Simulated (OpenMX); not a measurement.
The system is CdSe.

```
Cd Se
1.0
     0.00000    3.07027    3.07027
     3.07027    0.00000    3.07027
     3.07027    3.07027    0.00000
Cd Se
1 1
Direct
  0.99226 0.01044 0.00353
  0.26661 0.25053 0.23622
```

The cell comes from a database or a generator and needn't be the stable form of this composition.

The cell isn't the ideal one: atoms moved at random, drawn with an rms of 0.05 Å.

Base run:

| Property | Result |
| --- | --- |
| Program | OpenMX 3.8.5 |
| Functional | PBE |
| Potentials or basis | OpenMX 2013 PBE set, Cd7.0-s3p2d2f1, Se7.0-s3p2d2f1, grid cutoff 260 Ry |
| k mesh | 9 × 9 × 9 |
| Occupations | fermi-dirac, width 0.05 eV |
| Spin | no spin polarisation |

Its results: band gap on the k mesh 0.61 eV, direct; pressure 1.7 GPa; largest force 0.518 eV/Å.

Q: The run is repeated on the same cell with these changes: potentials or basis from OpenMX 2013 PBE set, Cd7.0-s3p2d2f1, Se7.0-s3p2d2f1, grid cutoff 260 Ry to OpenMX 2013 PBE set, Cd7.0-s3p2d2, Se7.0-s3p2d2, grid cutoff 100 Ry. What comes out?

A: Band gap on the k mesh 0.67 eV, direct; pressure 3.5 GPa; largest force 0.578 eV/Å.

Caveats: the real-space grid is coarse for these elements, which adds noise of up to some 20 meV/atom to energies and shifts forces, pressures and volumes; the basis of atomic orbitals isn't converged, which shifts pressures, moduli and gaps.

